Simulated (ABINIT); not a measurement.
In in ABINIT: convergence with smearing width

The system is In.

```xyz
2
Lattice="3.3355 0.0000 0.0000 -1.6677 2.8886 0.0000 0.0000 0.0000 5.5091" Properties=species:S:1:pos:R:3 pbc="T T T"
In    1.6677    0.9629    4.1319
In    0.0000    1.9257    1.3773
```

This isn't the form of In at room conditions, which is tetragonal.

| Item | Value |
| --- | --- |
| Program | ABINIT 10.8.3 (patched build) |
| Task | single point |
| Functional | r2SCAN |
| Potentials or basis | JTH PAW PBE v2.0 |
| Cutoff | 707 eV |
| k mesh | 9 × 9 × 5 |
| Occupations | gaussian, width 0.272 eV |
| Spin | no spin polarisation |

These are the settings of the first run; the series varies smearing width, with any setting tied to it.

Hardware: 1 thread of Arm Neoverse V1, with other jobs on the host.

Question: The values tried are 0.272 eV, 0.2 eV, 0.136 eV, 0.1 eV, 0.05 eV, 0.025 eV, 0.01 eV, loosest first. From which on does the energy stay within 1 meV/atom of the tightest run that finished?

Answer: From 0.2 eV on.

| smearing width | energy less the tightest run, at zero smearing (meV/atom) | pressure (GPa) | SCF cycles | CPU time (s) | peak memory (GiB) |
| --- | --- | --- | --- | --- | --- |
| 0.272 eV | -1.57 | -0.50 | 9 | 130 | 0.17 |
| 0.2 eV | -0.70 | -0.56 | 9 | 130 | 0.17 |
| 0.136 eV | -0.12 | -0.62 | 9 | 130 | 0.17 |
| 0.1 eV | 0.17 | -0.65 | 9 | 130 | 0.17 |
| 0.05 eV | 0.23 | -0.71 | 9 | 130 | 0.17 |
| 0.025 eV | 0.02 | -0.74 | 9 | 120 | 0.17 |
| 0.01 eV | 0.00 | -0.74 | 9 | 130 | 0.17 |

Against the tightest run, the pressure stays within 0.1 GPa from 0.1 eV on. Narrower smearing needs a denser k mesh, so at a fixed mesh the narrowest width isn't the most accurate. The tightest run that finished is the yardstick and may itself not be fully converged.

Caveat, for the tightest run too: the PAW data sets were made with another functional, which shifts forces and pressure a little.
